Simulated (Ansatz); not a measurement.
# Si3Ni: the cost of one run

Method: DFT PBE, scalar-relativistic, plane waves, PAW, in Ansatz 0.2.0.

## (1) Starting point

The structure is hexagonal, space group P6/mmm (No. 191). The conventional cell has a = 3.975 Å, b = 3.975 Å, c = 4.195 Å, α = 90.00°, β = 90.00°, γ = 120.00°. Si (site symmetry 6/mmm) has 2 Ni at 2.10 Å in its first shell of neighbours. Around Si (site symmetry -6m2) lie 3 Ni at 2.30 Å and 3 Si at 2.30 Å. Ni (site symmetry 6/mmm) has 8 Si at 2.10 to 2.30 Å in its first shell of neighbours.

As a file:

```
CELL_PARAMETERS angstrom
3.97517 0.00000 0.00000
-1.98758 3.44259 0.00000
0.00000 0.00000 4.19537
ATOMIC_POSITIONS crystal
Si 0.00000 0.00000 0.50000
Si 0.33333 0.66667 0.00000
Si 0.66667 0.33333 0.00000
Ni 0.00000 0.00000 0.00000
```

The cell is invented: species swapped into a database cell of Li3N (P6/mmm, No. 191), with Si on the Li sites and Ni on the N sites. The dimensions are guesses.

## (2) A first look at the guess

File input.yaml:

```yaml
crystal:
  lattice:
    - [3.97516549, 0.0, 0.0]
    - [-1.98758274, 3.4425943, 0.0]
    - [0.0, 0.0, 4.19537464]
  atoms:
    - { symbol: Si, position: [0.0, 0.0, 0.5] }
    - { symbol: Si, position: [0.33333333, 0.66666667, 0.0] }
    - { symbol: Si, position: [0.66666667, 0.33333333, 0.0] }
    - { symbol: Ni, position: [0.0, 0.0, 0.0], spin: 2.0 }
basis:
  ecutwfc: 420
kpoints:
  mp_grid: { grid: [6, 6, 4] }
hamiltonian:
  xc: pbe
scf:
  occupations: { method: gaussian, width: 0.1 }
  lower_state_search: "off"
output:
  forces: true
  stress: true
  eigenvalues: true
  populations: true
magnetization:
  spin_polarized: true
```

The run is started by

```sh
$ ansatz run input.yaml --threads 1 --pin off --max-ram 2560MiB --backend cpu --events-out ev --progress --plain --runs-dir out
```

Q: Estimate wall time and peak memory on 1 thread of Intel Xeon at 2.50GHz (Skylake/Cascade Lake), shared host.

About 10 s, with a peak of 0.36 GiB.
